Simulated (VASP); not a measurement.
**VASP 6.6.1 run: TiO$_{2}$**

INCAR

```
IBRION = -1
ENCUT = 520
NELM = 68
LWAVE = .FALSE.
SIGMA = 0.02
LCHARG = .FALSE.
LREAL = .FALSE.
PREC = Accurate
EDIFF = 1E-7
ISIF = 2
GGA = PE
NSW = 0
LASPH = .TRUE.
NELECT = 44
NBANDS = 33
ISMEAR = -1
```

KPOINTS

```
KPOINTS created by Atomic Simulation Environment
0
Gamma
6 6 8
0 0 0
```

POSCAR

```
Ti O
 1.0000000000000000
     4.5049164241000001    0.0000000000000000    0.0000000000000000
     0.0000000000000000    4.5049164241000001    0.0000000000000000
     0.0000000000000000    0.0000000000000000    2.9953085879999999
 Ti  O
   2   4
Cartesian
  0.0000000000000000 -0.0000000000000000  0.0000000000000000
  2.2524582120500001  2.2524582120500001  1.4976542939999999
  1.3698178684741422  1.3698178684741422  0.0000000000000000
  0.8826403435758579  3.6222760805241427  1.4976542939999999
  3.6222760805241427  0.8826403435758579  1.4976542939999999
  3.1350985556258584  3.1350985556258584  0.0000000000000000
```

The recommended PBE PAW datasets give the neutral cell 48 valence electrons.

Command

```
mpirun -np 1 vasp_std
```

OSZICAR

```
N       E                     dE             d eps       ncg     rms          rms(c)
DAV:   1     0.560447285409E+03    0.56045E+03   -0.21810E+04  3300   0.156E+03
DAV:   2    -0.133981755342E+00   -0.56058E+03   -0.52913E+03  3587   0.477E+02
DAV:   3    -0.721463323905E+02   -0.72012E+02   -0.70500E+02  4493   0.168E+02
DAV:   4    -0.763418423773E+02   -0.41955E+01   -0.41605E+01  4769   0.365E+01
DAV:   5    -0.765006667567E+02   -0.15882E+00   -0.15876E+00  4391   0.565E+00    0.267E+01
DAV:   6    -0.679917494124E+02    0.85089E+01   -0.20364E+01  4437   0.626E+01    0.799E+00
DAV:   7    -0.679320992725E+02    0.59650E-01   -0.31376E+00  4759   0.110E+01    0.472E+00
DAV:   8    -0.679770683952E+02   -0.44969E-01   -0.12515E+00  4155   0.817E+00    0.281E+00
DAV:   9    -0.678827258892E+02    0.94343E-01   -0.62145E-01  4070   0.796E+00    0.132E+00
DAV:  10    -0.678684648662E+02    0.14261E-01   -0.12528E-01  4058   0.415E+00    0.564E-01
DAV:  11    -0.678663407489E+02    0.21241E-02   -0.13103E-02  4187   0.126E+00    0.959E-02
DAV:  12    -0.678664736556E+02   -0.13291E-03   -0.17465E-03  4375   0.311E-01    0.294E-02
DAV:  13    -0.678664914422E+02   -0.17787E-04   -0.83117E-05  4218   0.663E-02    0.361E-02
DAV:  14    -0.678664811091E+02    0.10333E-04   -0.95097E-05  4072   0.107E-01    0.212E-02
DAV:  15    -0.678664733049E+02    0.78042E-05   -0.24339E-05  4087   0.591E-02    0.439E-03
DAV:  16    -0.678664730210E+02    0.28390E-06   -0.12619E-06  4320   0.872E-03    0.158E-03
DAV:  17    -0.678664730122E+02    0.87603E-08   -0.34961E-08  2413   0.144E-03
   1 F= -.67866473E+02 E0= -.67860989E+02  d E =-.109671E-01
```

Standard output (part)

```
POSCAR found type information on POSCAR TiO
 POSCAR found :  2 types and       6 ions
 LDA part: xc-table for (Slater+PW92), standard interpolation
 POSCAR, INCAR and KPOINTS ok, starting setup
 WAVECAR not read
 entering main loop
 the old and the new charge density differ
    0.267E+01
```

It converged. Results: pressure -92.2 GPa; largest force 0.85 eV/Å.

Find the fault in these files.

Wrong number of electrons. On sound settings PBE gives a gap of 1.86 eV on its mesh and a pressure of 11.4 GPa for the intended cell.
